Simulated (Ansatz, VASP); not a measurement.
Sb: VASP beside Ansatz

```
Sb
1.0
     3.16000    0.00000    0.00000
     0.00000    3.16000    0.00000
     0.00000    0.00000    3.16000
Sb
1
Direct
  0.00000 0.00000 0.00000
```

This isn't the form of Sb at room conditions, which is rhombohedral.

Alike in both runs: task relaxation of cell and atoms; functional HSE06; k mesh 4 × 4 × 4; occupations fermi-dirac, width 0.05 eV; no spin polarisation.

|  | VASP | Ansatz |
| --- | --- | --- |
| version | VASP 6.6.1 | Ansatz 0.2.0 |
| potentials or method | VASP PAW PBE potentials, release 64 (Sb) | Ansatz PAW |
| plane-wave cutoff (eV) | 600 | 420 |
| valence electrons in the cell | 5 | 15 |

VASP gave:

* gap on the k mesh at the Fermi level, each at its own relaxed structure (eV): none
* relaxed volume (Å³/atom): 27.92
* relaxed cell length with the largest relative difference (Å): 3.034
* energy change over the relaxation (meV/atom): -81

Question: Estimate Ansatz's values.

Answer: gap on the k mesh at the Fermi level, each at its own relaxed structure (eV): none; relaxed volume (Å³/atom): 28.39; relaxed cell length with the largest relative difference (Å): 3.051; energy change over the relaxation (meV/atom): -59.

A gap of «none» marks a metal or a gap that the smearing closes. The two sets of potentials don't hold the same shells in valence.

Caveats: the k mesh is coarse (spacing up to 0.50 Å⁻¹), so the values aren't converged, least of all with exact exchange; the PAW data sets were made with another functional, which shifts forces and pressure a little (VASP); the volume moved by -12 % from the deposited cell, more than functionals usually miss (VASP); the plane-wave basis is chosen anew once the cell has moved, so the energies of steps on either side of that aren't comparable (Ansatz); the volume moved by -10 % from the deposited cell, more than functionals usually miss (Ansatz); the PAW data sets come from PBE, with cores solved anew for the run's functional, which leaves a small shift of forces and pressure (Ansatz). Spin-orbit coupling is left out, which matters for the levels of Sb.
